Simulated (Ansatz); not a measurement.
# InSe: the band gap up the ladder of functionals

One table from this session's results is given with a row withheld; the runs are named, their logs left out.

Program: Ansatz 0.2.0. PAW datasets, plane waves. Calculated at 0 K for a non-magnetic cell.

## The system as given

The cell was relaxed beforehand with r2SCAN+rVV10.

The symmetry is P-6m2 (No. 187, hexagonal); conventional cell a = 4.020 Å, c = 16.835 Å, 29.46 Å³ an atom. Near In stand 3 Se at 2.64 Å and 1 In at 2.79 Å; near Se stand 3 In at 2.64 Å.

Coordinates:

```cif
data_structure
_symmetry_space_group_name_H-M 'P-6m2'
_symmetry_Int_Tables_number 187
_cell_length_a 4.0204
_cell_length_b 4.0204
_cell_length_c 16.8353
_cell_angle_alpha 90.000
_cell_angle_beta 90.000
_cell_angle_gamma 120.000
_cell_volume 235.66
loop_
_atom_site_label
_atom_site_type_symbol
_atom_site_symmetry_multiplicity
_atom_site_Wyckoff_symbol
_atom_site_fract_x
_atom_site_fract_y
_atom_site_fract_z
_atom_site_occupancy
In1 In 2 g 0.00000 0.00000 0.58273 1
In2 In 2 h 0.33333 0.66667 0.91727 1
Se1 Se 2 i 0.66667 0.33333 0.84201 1
Se2 Se 2 h 0.33333 0.66667 0.65795 1
```

Set-up of the first run:

input.yaml reads:

```yaml
crystal:
  lattice:
    - [4.0203956407, 0.0, 0.0]
    - [-2.0101978204, 3.4817647581, 0.0]
    - [0.0, 0.0, 16.8352962886]
  atoms:
    - { symbol: In, position: [0.0, 0.0, 0.5827254373] }
    - { symbol: In, position: [0.0, 0.0, 0.4172745627] }
    - { symbol: In, position: [0.3333333333, 0.6666666667, 0.9172742579] }
    - { symbol: In, position: [0.3333333333, 0.6666666667, 0.0827257421] }
    - { symbol: Se, position: [0.6666666667, 0.3333333333, 0.8420143401] }
    - { symbol: Se, position: [0.6666666667, 0.3333333333, 0.1579856599] }
    - { symbol: Se, position: [0.3333333333, 0.6666666667, 0.6579484744] }
    - { symbol: Se, position: [0.3333333333, 0.6666666667, 0.3420515256] }
kpoints:
  mp_grid: { grid: [12, 12, 2] }
  band_path:
    path:
      - [[0.0, 0.0, 0.0], [0.5, 1.873627465219e-17, -7.046423138274e-19], [0.3333333333333, 0.3333333333333, -4.697615425516e-19], [0.0, 0.0, 0.0], [-2.016456418797e-36, 6.402765784583e-38, 0.5], [0.5, 1.874640939855e-17, 0.5], [0.3333333333333, 0.3333333333333, 0.5], [-2.016456418797e-36, 6.402765784583e-38, 0.5]]
      - [[0.5, 1.874640939855e-17, 0.5], [0.5, 1.873627465219e-17, -7.046423138274e-19]]
      - [[0.3333333333333, 0.3333333333333, 0.5], [0.3333333333333, 0.3333333333333, -4.697615425516e-19]]
    npoints: 10
hamiltonian:
  xc: pbe
scf:
  occupations: { method: fermi_dirac, width: 0.02 }
  n_extra_bands: 6
output:
  forces: true
  stress: true
  eigenvalues: true
```

The run is started by

```console
> ansatz run input.yaml --threads 4 --pin off --max-ram 5529MiB --backend cpu --events-out ev --progress --plain --runs-dir out
```

Among the steps run: PBE band path; r2SCAN at the same geometry; HSE06 at the same geometry; PBE+SOC; PBE0.

One table of the session follows, with a row left open; its other results are not shown here.

```
  level  gap (eV)
    PBE      0.40
 r2SCAN      0.83
  HSE06         ?
PBE+SOC      0.38
   PBE0      1.73
```

**Question.** Estimate the row for HSE06.

The run gave: gap (eV): 1.14. In the column «gap (eV)» it lies between r2SCAN (0.83) and PBE0 (1.73).

Meshes: PBE 12×12×2, r2SCAN 12×12×2, HSE06 6×6×2, PBE+SOC 12×12×2, PBE0 6×6×2

What this shows: The gap runs from 0.38 eV (PBE+SOC) to 1.73 eV (PBE0). PBE reaches 35 % of the HSE06 value, and r2SCAN 72 %. PBE0 lies 0.59 eV above HSE06, which differs from it by screening the long-range exchange.

To keep in mind: Warnings in the runs' records: stress exchange threshold loose, stress scf threshold loose.
